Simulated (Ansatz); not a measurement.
BaTe:

```
Ba Te
1.0
     0.00000    3.41000    3.41000
     3.41000    0.00000    3.41000
     3.41000    3.41000    0.00000
Ba Te
1 1
Cartesian
  0.0000 0.0000 0.0000
  3.4100 3.4100 3.4100
```

* Program: Ansatz 0.2.0
* Task: relaxation of cell and atoms
* Functional: PBEsol
* Potentials or basis: all-electron LAPW, scalar-relativistic
* Basis error allowed: 0.001 eV/atom
* k mesh: 7 × 7 × 7
* Occupations: fermi-dirac, width 0.05 eV
* Spin: no spin polarisation

At the start: volume 39.65 Å³/atom.

Problem. Where does the relaxation end?

Solution. Over 4 steps the energy falls by 12.4 meV/atom and the volume is 41.84 Å³/atom (+5.5 %); space group Fm-3m (No. 225, to 0.05 Å).

The path:
```csv
step,energy change (eV),largest force (eV/Å),volume (Å³)
1,0.0000,0.0000,79.30
2,-0.0243,0.0000,84.20
3,-0.0247,0.0000,83.68
4,-0.0247,0.0000,83.68
```

Final structure:
```
Ba Te
1.0
     0.00000    3.47164    3.47164
     3.47164    0.00000    3.47164
     3.47164    3.47164    0.00000
Ba Te
1 1
Cartesian
  0.0000 0.0000 0.0000
  3.4716 3.4716 3.4716
```
